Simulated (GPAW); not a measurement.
A run of GPAW 26.7.0 is set up as follows.

run.py

```python
import numpy as np
from ase import Atoms
from ase.dft.bandgap import bandgap
from ase.io import write
from ase.units import GPa
from gpaw import GPAW, PW, setup_paths
from gpaw.spinorbit import soc_eigenstates

setup_paths.insert(0, '.')

atoms = Atoms(['Nb'],
              cell=[[-1.66395, 1.66395, 1.66395],
                    [1.66395, -1.66395, 1.66395],
                    [1.66395, 1.66395, -1.66395]],
              scaled_positions=[[0.0, 0.0, 0.0]],
              pbc=True)

calc = GPAW(mode=PW(600),
            xc='PBEsol',
            kpts={'size': (11, 11, 11), 'gamma': True},
            occupations={'name': 'fermi-dirac', 'width': 0.05},
            nbands=15,
            convergence={'density': 1e-05, 'energy': 1e-05},
            maxiter=150,
            txt='gpaw.txt')
atoms.calc = calc
energy = atoms.get_potential_energy()
forces = atoms.get_forces()
stress = atoms.get_stress()
calc.write('gs.gpw')
write('result.traj', atoms)
print(f'Energy: {energy:.6f} eV')
print('Forces (eV/A):')
print(forces.round(4))
print('Stress (GPa):', (stress / GPa).round(3))
print('Fermi level:', round(calc.get_fermi_level(), 4), 'eV')
print(f'Gap: {bandgap(calc)[0]:.4f} eV, direct: {bandgap(calc, direct=True)[0]:.4f} eV')

path = atoms.cell.bandpath('GHNGPH,PN', npoints=80, eps=1e-4)
bs_calc = calc.fixed_density(kpts=path, symmetry='off', nbands=23,
                             convergence={'bands': 'CBM+6.0', 'eigenstates': 1e-6}, txt='bands.txt')
bs = bs_calc.band_structure()
bs.write('bs.json')
print(f'Gap on the path: {bandgap(bs_calc)[0]:.4f} eV')

soc = soc_eigenstates(bs_calc, theta=0, phi=0)
np.savetxt('soc_bands.dat', soc.eigenvalues(), fmt='%.4f')
mesh = soc_eigenstates('gs.gpw', theta=0, phi=0)
np.savetxt('soc_mesh.dat', mesh.eigenvalues(), fmt='%.4f')
print('Fermi level with spin-orbit coupling:', round(mesh.fermi_level, 4), 'eV')
```

Potentials or basis: PAW data sets generated in the run's folder for this functional, pw.

Command:

```console
$ gpaw-setup -f PBEsol Nb
$ OMP_NUM_THREADS=1 python run.py
```

Q: What does it give for the band gap along the path?

A: None (metal or under the smearing width).

Q: Estimate the pressure.

A: -8.5 GPa.

Levels at the corners of the path, in eV from the Fermi level:
| point | band 9 | band 10 | band 11 | band 12 | band 13 | band 14 | band 15 | band 16 |
| --- | --- | --- | --- | --- | --- | --- | --- | --- |
| Γ | -5.84 | -5.84 | 0.37 | 0.37 | 0.37 | 0.37 | 0.48 | 0.48 |
| H | -3.55 | -3.55 | -3.55 | -3.55 | 5.45 | 5.45 | 5.45 | 5.45 |
| N | -3.58 | -3.58 | -1.55 | -1.55 | 2.20 | 2.20 | 3.25 | 3.25 |
| Γ | -5.84 | -5.84 | 0.37 | 0.37 | 0.37 | 0.37 | 0.48 | 0.48 |
| P | -1.15 | -1.15 | -0.99 | -0.99 | -0.99 | -0.99 | 4.04 | 4.04 |
| H | -3.55 | -3.55 | -3.55 | -3.55 | 5.45 | 5.45 | 5.45 | 5.45 |
| P | -1.15 | -1.15 | -0.99 | -0.99 | -0.99 | -0.99 | 4.04 | 4.04 |
| N | -3.58 | -3.58 | -1.55 | -1.55 | 2.20 | 2.20 | 3.25 | 3.25 |

Caveat: spin-orbit coupling was added after a scalar SCF, so levels and gaps hold it while energy, forces, pressure and moments don't; this program's spin-orbit splittings come out too wide for heavy elements.
